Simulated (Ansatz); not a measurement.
Write the native input for Ansatz 0.2.0 that does the following.

| Property | Result |
| --- | --- |
| Task | relaxation of cell and atoms |
| Functional | PBE |
| Potentials or basis | Ansatz PAW |
| Cutoff | 420 eV (not typed: the program's choice for these potentials) |
| k mesh | 7 × 7 × 10 |
| Occupations | fermi-dirac, width 0.05 eV |
| Spin | no spin polarisation |

The system is TiSi2.

```
Ti Si
1.0
     4.37464    0.00000    0.00000
    -2.18732    3.78855    0.00000
     0.00000    0.00000    2.56101
Ti Si
1 2
Direct
  0.00000 0.00000 0.00000
  0.33333 0.66667 0.50000
  0.66667 0.33333 0.50000
```

The cell was built by a generator and needn't be a form met in nature.

One way to write it, as run:

input.yaml

```yaml
crystal:
  lattice:
    - [4.37464, 0.0, 0.0]
    - [-2.18732, 3.78855, 0.0]
    - [0.0, 0.0, 2.56101]
  atoms:
    - { symbol: Ti, position: [0.0, 0.0, 0.0] }
    - { symbol: Si, position: [0.33333, 0.66667, 0.5] }
    - { symbol: Si, position: [0.66667, 0.33333, 0.5] }
hamiltonian:
  xc: pbe
  pseudopotentials: { kind: paw }
kpoints:
  mp_grid: { grid: [7, 7, 10] }
scf:
  occupations: { method: fermi_dirac, width: 0.05 }
output:
  forces: true
  stress: true
  eigenvalues: true
relax:
  f_tol: 0.01
  max_steps: 40
  cell: { stress_tol: 0.05 }
```

Potentials or basis: Ansatz PAW.

Launch:

```console
$ ansatz run input.yaml --threads 2 --pin off --max-ram 5632MiB --backend cpu --events-out ev --progress --plain --runs-dir out
```

Results of the run:

```yaml
Relaxed_volume: 14.14 Å³/atom
Relaxed_cell: a = 4.382 Å, b = 4.382 Å, c = 2.550 Å, α = 90.00°, β = 90.00°, γ = 120.00°
Space_group_after_relaxing_to_0.05_Å: P6/mmm (No. 191)
Energy_gained_by_relaxing: 0.2 meV/atom
Ionic_steps: 5
Pressure_after_relaxing: 0.0 GPa
Band_gap_on_the_k_mesh: none (metal or under the smearing width)
```

Caveat: the plane-wave basis is chosen anew once the cell has moved, so the energies of steps on either side of that aren't comparable.

Wall time 4.7 s on 2 threads of Arm Neoverse V2, with other jobs on the host, peak memory 0.34 GiB.
